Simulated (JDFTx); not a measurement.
## Mo in JDFTx: convergence with energy threshold

Mo:

```
Mo
1.0
    -1.58381    1.58381    1.58381
     1.58381   -1.58381    1.58381
     1.58381    1.58381   -1.58381
Mo
1
Direct
  0.00000 0.00000 0.00000
```

| Quantity | Value |
| --- | --- |
| Program | JDFTx 1.7.0 (patched build) |
| Task | convergence study |
| Functional | PBEsol |
| Potentials or basis | PseudoDojo-SR-PBEsol-0.4.1-standard |
| Cutoff | 1088 eV |
| Density cutoff | 4354 eV |
| k mesh | 12 × 12 × 12 |
| Occupations | fermi-dirac, width 0.05 eV |
| Spin | no spin polarisation |

These are the settings of the first run; the series varies energy threshold, with any setting tied to it.

Hardware: 1 thread of Intel(R) Xeon(R) Platinum 8488C (Sapphire Rapids) (shared host).

**Question.** The values tried are 0.001 Ha, 0.0001 Ha, 1e-05 Ha, 1e-06 Ha, 1e-07 Ha, 1e-08 Ha, 1e-10 Ha, loosest first. From which on does the pressure stay within 0.1 GPa of the tightest run that finished?

**Answer.** From 0.0001 Ha on.

| energy threshold | energy less the tightest run, at zero smearing (meV/atom) | pressure (GPa) | SCF cycles | CPU time (s) | peak memory (GiB) |
| --- | --- | --- | --- | --- | --- |
| 0.001 Ha | 0.02 | -9.51 | 3 | 10 | 0.08 |
| 0.0001 Ha | 0.00 | -9.22 | 4 | 11 | 0.07 |
| 1e-05 Ha | 0.00 | -9.22 | 4 | 11 | 0.08 |
| 1e-06 Ha | 0.00 | -9.22 | 5 | 12 | 0.08 |
| 1e-07 Ha | 0.00 | -9.25 | 6 | 13 | 0.08 |
| 1e-08 Ha | 0.00 | -9.26 | 8 | 16 | 0.08 |
| 1e-10 Ha | 0.00 | -9.26 | 11 | 19 | 0.08 |

Against the tightest run, the energy stays within 1 meV/atom from 0.001 Ha on. The tightest run that finished is the yardstick and may itself not be fully converged.
